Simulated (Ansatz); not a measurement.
The parent structure is a 12-atom supercell of RuO₂ in the rutile structure (space group P4_2/mnm, No. 136; a = 4.5234 Å, c = 3.1190 Å) at its relaxed geometry.

The values are results of Kohn–Sham DFT with the PBE functional, run in Ansatz (an electronic-structure program) with PAW and 420 eV plane waves, no spin-orbit coupling, not measurements.

For the base:

```
Property   Result
--------  -------
Pressure  0.0 GPa
```

The change: one O atom is added in an open site, starting 1.72 Å from the nearest host atom, atoms relaxed at fixed cell, starting from a slightly rattled geometry.

### Question
What happens to the pressure and largest displacement of a host atom from its site in the perfect cell?

### Answer
The pressure goes from zero to 14.2 GPa; the largest displacement of a host atom from its site in the perfect cell is 0.24 Å.

In so small a cell the defect repeats every few ångströms: this is an ordered compound, not a dilute defect. No Hubbard U is applied, and correlation can decide whether such a compound is a metal. All final runs are without spin polarisation. The defect cell is not spin-polarised.
